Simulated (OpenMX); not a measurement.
The system is BP.

```
CELL_PARAMETERS angstrom
0.00000 2.26900 2.26900
2.26900 0.00000 2.26900
2.26900 2.26900 0.00000
ATOMIC_POSITIONS crystal
P 0.75000 0.75000 0.75000
B 0.00000 0.00000 0.00000
```

Base run:

| Property | Result |
| --- | --- |
| Program | OpenMX 3.8.5 |
| Functional | PBE |
| Potentials or basis | OpenMX 2013 PBE set, P7.0-s2p2d1f1, B7.0-s2p2d1, grid cutoff 300 Ry |
| k mesh | 11 × 11 × 11 |
| Occupations | fermi-dirac, width 0.05 eV |
| Spin | no spin polarisation |

Its results: band gap on the k mesh 1.32 eV, indirect (least direct gap 3.44 eV); pressure 0.9 GPa.

Problem. The run is repeated on the same cell with these changes: potentials or basis from OpenMX 2013 PBE set, P7.0-s2p2d1f1, B7.0-s2p2d1, grid cutoff 300 Ry to OpenMX 2013 PBE set, P7.0-s2p2d1, B7.0-s2p2, grid cutoff 300 Ry. What comes out?

Solution. Band gap on the k mesh 1.45 eV, indirect (least direct gap 3.54 eV); pressure 1.5 GPa.

Caveats: the basis of atomic orbitals isn't converged, which shifts pressures, moduli and gaps.
